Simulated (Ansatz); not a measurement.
Crystal: Mo.

```
CELL_PARAMETERS angstrom
-1.58381 1.58381 1.58381
1.58381 -1.58381 1.58381
1.58381 1.58381 -1.58381
ATOMIC_POSITIONS crystal
Mo 0.00000 0.00000 0.00000
```

Base run:

```yaml
Program: Ansatz 0.2.0
Functional: revPBE
Potentials_or_basis: Ansatz PAW
Cutoff: 420 eV
Density_cutoff: 1680 eV
k_mesh: 12 × 12 × 12
Occupations: fermi-dirac, width 0.05 eV
Spin: no spin polarisation
```

Its results: band gap on the k mesh none (metal or under the smearing width); pressure 0.6 GPa.

Question: The run is repeated on the same cell with these changes: functional from revPBE to PBEsol. What comes out?

Answer: Band gap on the k mesh none (metal or under the smearing width); pressure -9.6 GPa.

PBEsol binds more tightly than revPBE, so the same cell stands under less pressure.

Caveats: the PAW data sets come from PBE, with cores solved anew for the run's functional, which leaves a small shift of forces and pressure; the potentials were made for another functional, which shifts forces and pressure (some runs).

Not every run made on this cell is shown here.
